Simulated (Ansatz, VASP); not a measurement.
Two plane-wave programs on Si

The input INCAR:

```
ALGO = Fast
EDIFF = 1E-7
ENCUT = 520
GGA = PE
ISIF = 2
ISMEAR = 0
LASPH = T
LCHARG = T
LELF = T
LREAL = F
LVHAR = T
LWAVE = F
NBANDS = 8
NELM = 60
PREC = Accurate
SIGMA = 0.1
```

KPOINTS

```
k-points
0
Gamma
  18 18 16
```

File POSCAR:

```
Si
1.0
    2.6009935655      0.0000000000      0.0000000000
   -1.3004967828      2.2525265028      0.0000000000
    0.0000000000      0.0000000000      2.5959366497
Si
1
Direct
    0.0000000000      0.0000000000      0.0000000000
```

Input for Ansatz:

```yaml
crystal:
  lattice:
    - [2.6009935655, 0.0, 0.0]
    - [-1.3004967828, 2.2525265028, 0.0]
    - [0.0, 0.0, 2.5959366497]
  atoms:
    - { symbol: Si, position: [0.0, 0.0, 0.0] }
basis:
  ecutwfc: 420
kpoints:
  mp_grid: { grid: [18, 18, 16] }
hamiltonian:
  xc: pbe
scf:
  occupations: { method: gaussian, width: 0.1 }
output:
  forces: true
  stress: true
  eigenvalues: true
```

Alike in both runs: task single point; functional PBE; k mesh 18 × 18 × 16; occupations gaussian, width 0.1 eV; no spin polarisation.

|  | VASP | Ansatz |
| --- | --- | --- |
| version | VASP 6.6.1 | Ansatz 0.2.0 |
| potentials or method | VASP PAW PBE potentials, release 64 (Si) | scalar-relativistic, plane waves, PAW |
| plane-wave cutoff (eV) | 520 | 420 |
| valence electrons in the cell | 4 | 4 |

|  | VASP | Ansatz | Ansatz less VASP |
| --- | --- | --- | --- |
| gap on the k mesh at the Fermi level (eV) | none | none | - |
| pressure (GPa) | -0.7 | -0.7 | +0.05 |
| largest component of the traceless stress (GPa) | 9.94 | 9.95 | +0.014 |

A gap of «none» marks a metal or a gap that the smearing closes.
